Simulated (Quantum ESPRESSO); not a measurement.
Runs of Quantum ESPRESSO 7.5 on Fe. It takes space group Im-3m (No. 229, cubic). The conventional cell has a = 2.886 Å, b = 2.886 Å, c = 2.886 Å, α = 90.00°, β = 90.00°, γ = 90.00°. Fe (site symmetry m-3m) is surrounded by 8 Fe at 2.50 Å. 

```csv
level,potentials or basis,form of the LDA correlation,gap on the mesh (eV),pressure (GPa),moment (μB)
LDA,PseudoDojo 0.4.1 SR LDA standard,PW92,none,-0.1,2.07
revPBE,PseudoDojo 0.4.1 SR PBE standard,-,none,0.0,2.56
PBE,PseudoDojo 0.4.1 SR PBE standard,-,none,-0.1,(a)
AM05,PseudoDojo 0.4.1 SR PBE standard,-,none,-0.1,2.06
WC,PseudoDojo 0.4.1 SR PBE standard,-,none,-0.1,2.07
PBEsol,PseudoDojo 0.4.1 SR PBEsol standard,-,none,-0.1,2.07
```

Alike in all rows: task phonons; spin collinear, ferromagnetic start; cell relaxed; k mesh 9 × 9 × 9; cutoff (eV) 1225; smearing cold 0.2 eV.

Fill in the values left out.

(a) 2.25.

Caveats: the mesh is thin for the phonons of a metal; the q point doesn't lie on the k mesh, which can shift a metal's frequencies strongly unless the mesh is converged; some modes are imaginary (some runs); the potentials were made for another functional, which shifts forces and pressure (some runs).

A gap of «none» marks a metal or a gap under the smearing width.
